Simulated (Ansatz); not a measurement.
Runs of Ansatz 0.2.0 on TePb. Symmetry: Fm-3m, No. 225, cubic system. The conventional cell has a = 6.462 Å, b = 6.462 Å, c = 6.462 Å, α = 90.00°, β = 90.00°, γ = 90.00°. Pb (site symmetry m-3m) is surrounded by 6 Te at 3.23 Å. Te (site symmetry m-3m) has 6 Pb at 3.23 Å as nearest neighbours. 

```tsv
task	level	spin	cell	k mesh	smearing	points for each segment of the path	pressure (GPa)
band structure	PBEsol	off	as given	7 × 7 × 7	fermi-dirac 0.05 eV	14	-0.4
single point	PBE	off	as given	7 × 7 × 7	gaussian 0.011 eV	-	2.1
band structure	PBE	SOC, no magnetisation	as given	5 × 5 × 5	fermi-dirac 0.05 eV	14	(a)
band structure	PBE	off	as given	7 × 7 × 7	fermi-dirac 0.05 eV	14	2.1
relaxation of cell and atoms	PBEsol	off	relaxed	7 × 7 × 7	fermi-dirac 0.05 eV	-	0.0
```

Alike in all rows: potentials or basis Ansatz PAW; cutoff (eV) 420.

Problem. Fill in the values left out.

Solution. (a) 1.9.

Caveats: the PAW data sets come from PBE, with cores solved anew for the run's functional, which leaves a small shift of forces and pressure (some runs); the plane-wave basis is chosen anew once the cell has moved, so the energies of steps on either side of that aren't comparable (some runs).
